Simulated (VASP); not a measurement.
## Ag under changes of volume

One of the cells (16.150 Å³/atom); the others are scaled copies at fixed shape and fractional positions:

```xyz
1
Lattice="-1.5923 1.5923 1.5923 1.5923 -1.5923 1.5923 1.5923 1.5923 -1.5923" Properties=species:S:1:pos:R:3 pbc="T T T"
Ag    0.0000    0.0000    0.0000
```

This isn't the form of Ag at room conditions, which is fcc.

* Program: VASP 6.6.1
* Functional: LDA
* Potentials or basis: VASP PAW LDA potentials, release 64 (Ag)
* Cutoff: 520 eV
* k mesh: 10 × 10 × 10
* Occupations: fermi-dirac, width 0.05 eV
* Spin: no spin polarisation

```csv
volume (Å³/atom),energy over the lowest point (meV/atom),pressure (GPa)
15.504,11.76,5.9
15.827,2.92,2.7
16.150,0.00,-0.1
16.473,2.34,-2.5
16.796,?,?
```

Problem. What does the run at 16.796 Å³/atom give?

Solution. Energy over the lowest point 9.30 meV/atom; pressure -4.7 GPa.

Worked out: A Birch-Murnaghan fit of order 2 (a polynomial in V^(-2/3)) to the other rows has its minimum at 16.16 Å³/atom with B0 = V·E''(V) = 131 GPa. It gives 9.51 meV/atom at 16.796 Å³/atom, against the run's 9.30, and -dE/dV = -4.7 GPa, against -4.7.

Energies are extrapolated to zero smearing.
